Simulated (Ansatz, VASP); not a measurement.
## Two plane-wave programs on Nb

```
Nb
1.0
     0.00000    2.11033    2.11033
     2.11033    0.00000    2.11033
     2.11033    2.11033    0.00000
Nb
1
Direct
  0.00000 0.00000 0.00000
```

Alike in both runs: task single point; functional PBE; k mesh 14 × 14 × 14; occupations fermi-dirac, width 0.1 eV; no spin polarisation.

|  | VASP | Ansatz |
| --- | --- | --- |
| version | VASP 6.6.1 | Ansatz 0.2.0 |
| potentials or method | VASP PAW PBE potentials, release 64 (Nb_sv) | plane waves (420 eV) with PAW, scalar-relativistic |
| plane-wave cutoff (eV) | 520 | 420 |
| valence electrons in the cell | 13 | 13 |

Ansatz gave:

```
pressure (GPa) : -0.2
```

Task: Estimate VASP's values.

Result: Pressure (GPa): -0.5.
